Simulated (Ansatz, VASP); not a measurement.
**ZnSe (Stilleite): VASP beside Ansatz**

Contents of INCAR:

```
SYSTEM = ZnSe
PREC = Accurate
ENCUT = 520
EDIFF = 1E-7
ISMEAR = -1
SIGMA = 0.05
LREAL = .False.
LASPH = .True.
NELM = 100
ALGO = Normal
ISIF = 2
LWAVE = .False.
LCHARG = .False.
GGA = PE
NBANDS = 16
```

Contents of KPOINTS:

```
regular mesh
0
Gamma
  8 8 8
  0 0 0
```

POSCAR

```
ZnSe
1.0
    0.0000000000      2.8893788162      2.8893788162
    2.8893788162      0.0000000000      2.8893788162
    2.8893788162      2.8893788162      0.0000000000
Se Zn
1 1
Direct
    0.7500000000      0.7500000000      0.7500000000
    0.0000000000      0.0000000000      0.0000000000
```

File input.yaml:

```yaml
crystal:
  lattice:
    - [0.0, 2.8893788162, 2.8893788162]
    - [2.8893788162, 0.0, 2.8893788162]
    - [2.8893788162, 2.8893788162, 0.0]
  atoms:
    - { symbol: Se, position: [0.75, 0.75, 0.75] }
    - { symbol: Zn, position: [0.0, 0.0, 0.0] }
hamiltonian:
  xc: pbe
  pseudopotentials: { kind: paw }
kpoints:
  mp_grid: { grid: [8, 8, 8] }
scf:
  occupations: { method: fermi_dirac, width: 0.05 }
output:
  forces: true
  stress: true
  eigenvalues: true
```

Change from the starting cell: volume scaled by 1.06.

Alike in both runs: task single point; functional PBE; k mesh 8 × 8 × 8; occupations fermi-dirac, width 0.05 eV; no spin polarisation.

|  | VASP | Ansatz |
| --- | --- | --- |
| version | VASP 6.6.1 | Ansatz 0.2.0 |
| potentials or method | VASP PAW PBE potentials, release 64 (Se, Zn) | Ansatz PAW |
| plane-wave cutoff (eV) | 520 | 420 |
| valence electrons in the cell | 18 | 28 |

```csv
,VASP,Ansatz,Ansatz less VASP
gap on the k mesh at the Fermi level (eV),1.06,1.06,0.000
least direct gap on the mesh (eV),1.06,1.06,0.000
pressure (GPa),-1.1,-1.3,-0.17
```

The two sets of potentials don't hold the same shells in valence.
